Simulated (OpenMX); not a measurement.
## AgCl (Chlorargyrite) under changes of volume

One of the cells (20.458 Å³/atom); the others are scaled copies at fixed shape and fractional positions:

```
Ag Cl
1.0
     0.00000    2.73500    2.73500
     2.73500    0.00000    2.73500
     2.73500    2.73500    0.00000
Ag Cl
1 1
Direct
  0.00000 0.00000 0.00000
  0.50000 0.50000 0.50000
```

* Program: OpenMX 3.8.5
* Functional: PBE
* Potentials or basis: OpenMX 2013 PBE set, Ag7.0-s3p2d2f1, Cl7.0-s3p2d2f1, fixed grid of 40 × 40 × 40 points
* k mesh: 9 × 9 × 9
* Occupations: fermi-dirac, width 0.05 eV
* Spin: no spin polarisation

| volume (Å³/atom) | energy over the lowest point (meV/atom) | gap on the mesh (eV) |
| --- | --- | --- |
| 19.231 | ? | ? |
| 19.640 | 52.41 | 1.10 |
| 20.049 | 35.34 | 1.09 |
| 20.458 | 22.04 | 1.09 |
| 20.868 | 12.07 | 1.08 |
| 21.277 | 4.76 | 1.08 |
| 21.686 | 0.00 | 1.08 |

Q: What does the run at 19.231 Å³/atom give?

A: Energy over the lowest point 73.30 meV/atom; gap on the mesh 1.11 eV.

Worked out: A Birch-Murnaghan fit of order 3 (a polynomial in V^(-2/3)) to the other rows has no minimum within the range. It gives 73.86 meV/atom at 19.231 Å³/atom, against the run's 73.30. A straight line through the other rows of the gap, of slope -0.203 eV per unit of ln V, extrapolates to 1.10 eV, against the run's 1.11.

Energies are extrapolated to zero smearing.

Caveats: an odd mesh through Γ misses points on the zone boundary, where band edges often lie; the basis of atomic orbitals isn't converged, which shifts pressures, moduli and gaps. Spin-orbit coupling on Ag is left out.
